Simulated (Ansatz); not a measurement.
All numbers below come from DFT PBE, scalar-relativistic, plane waves, PAW (Ansatz). Settings: cutoff 420 eV, Γ-centred meshes spaced at most about 0.3 Å⁻¹, and about 0.25 Å⁻¹ or finer for metals (2π included), Gaussian smearing. No spin polarisation.

Temperature and zero-point effects are left out.

Compare these two cells of C₃N, each relaxed at this level.

1.

```cif
data_structure
_symmetry_space_group_name_H-M 'P6_3/mcm'
_symmetry_Int_Tables_number 193
_cell_length_a 3.7102
_cell_length_b 3.7102
_cell_length_c 6.3910
_cell_angle_alpha 90.000
_cell_angle_beta 90.000
_cell_angle_gamma 120.000
_cell_volume 76.19
loop_
_atom_site_label
_atom_site_type_symbol
_atom_site_symmetry_multiplicity
_atom_site_Wyckoff_symbol
_atom_site_fract_x
_atom_site_fract_y
_atom_site_fract_z
_atom_site_occupancy
C1 C 6 g 0.76038 0.00000 0.75000 1
N1 N 2 b 0.00000 0.00000 0.50000 1
```

2.

```cif
data_structure
_symmetry_space_group_name_H-M 'P6_3/mmc'
_symmetry_Int_Tables_number 194
_cell_length_a 4.9622
_cell_length_b 4.9622
_cell_length_c 2.3004
_cell_angle_alpha 90.000
_cell_angle_beta 90.000
_cell_angle_gamma 120.000
_cell_volume 49.05
loop_
_atom_site_label
_atom_site_type_symbol
_atom_site_symmetry_multiplicity
_atom_site_Wyckoff_symbol
_atom_site_fract_x
_atom_site_fract_y
_atom_site_fract_z
_atom_site_occupancy
C1 C 6 h 0.15687 0.31373 0.25000 1
N1 N 2 d 0.33333 0.66667 0.75000 1
```

Question: Which is lower in energy, and by how much?

Answer: Cell 2 is lower, by 0.38 eV/atom. Cell 1 has space group P6_3/mcm (No. 193), 9.5 Å³/atom and no gap on its mesh; cell 2 has space group P6_3/mmc (No. 194), 6.1 Å³/atom and no gap. Counting C atoms around N (those within 1.25 times the shortest such distance or 1.15 times the sum of covalent radii, 1.27 where that leaves under three; the shortest distance is added where it exceeds 1.18 times the sum of covalent radii), cell 1 has N 6 from 1.8 Å and cell 2 has N 6 from 1.9 Å. Cell 1 holds C–C units of three or more atoms (shortest 1.54 Å); in cell 2 the shortest C–C distance is 1.77 Å, near bonding range too. Even the lower one lies +3.26 eV/atom against the reference forms of the elements (uncorrected), so neither is stable at this level. In cell 1, C is surrounded by 2 C at 1.54 Å and 2 N at 1.83 Å; N is surrounded by 6 C at 1.83 Å. In cell 2, around C lie 4 C at 1.77 Å, 2 N at 1.90 Å, 4 C at 2.30–2.34 Å and 2 N at 2.48 Å; N is surrounded by 6 C at 1.90 Å, 2 N at 2.30 Å and 6 C at 2.48 Å. Both come from invented guesses. The lowest form computed isn't among them: it has space group P1 (No. 1), 8.4 Å³/atom and lies 2.16 eV/atom below the best shown.

Weakly bound directions are ill-defined at this level, which has no dispersion term (P6_3/mcm), and this can change margins and order among such cells. Cells relaxed within their symmetry can be saddle points. Some types were kept out of the candidates beforehand, so the set may lack a known form.
